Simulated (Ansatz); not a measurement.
SiO2 at a changed volume: Electric field gradients

The cell is an entry of the Crystallography Open Database (COD), relaxed with PBE at fixed cell and then changed (volume scaled by 0.94, ions relaxed).

```cif
data_SiO2
_symmetry_space_group_name_H-M 'P4_12_12'
_symmetry_Int_Tables_number 92
_cell_length_a 4.8712
_cell_length_b 4.8712
_cell_length_c 6.7843
_cell_angle_alpha 90.000
_cell_angle_beta 90.000
_cell_angle_gamma 90.000
loop_
_atom_site_label
_atom_site_type_symbol
_atom_site_symmetry_multiplicity
_atom_site_Wyckoff_symbol
_atom_site_fract_x
_atom_site_fract_y
_atom_site_fract_z
Si Si 4 a 0.3144 0.3144 0.0000
O O 8 b 0.2329 0.1350 0.1935
```

One atom of each set is listed.

Computed with Ansatz: DFT, PBE, plane waves and PAW, scalar-relativistic, 420 eV cutoff, Γ-centred 6×6×5 k-points, Fermi–Dirac smearing 0.02 eV.

V_zz is the principal component of the electric field gradient with the largest magnitude, η = (V_xx − V_yy)/V_zz and C_Q = eQV_zz/h.

¹⁷O: I = 5/2, Q = -25.58 mb. Q values from Pyykkö, Mol. Phys. 116, 1328 (2018).

| site | atoms | first shell | V_zz (10²¹ V/m²) | η | C_Q (MHz) |
| --- | --- | --- | --- | --- | --- |
| Si | 4 | 4 O at 1.62–1.63 Å | -0.57 | 0.56 | – |
| O | 8 | 2 Si at 1.62–1.63 Å, angle 138° | 9.05 | 0.25 | -5.60 |

At O V_zz runs parallel to the line that joins its two neighbours (within 1°).

Si has no stable isotope with a ground-state quadrupole moment in the table, so no C_Q is given.
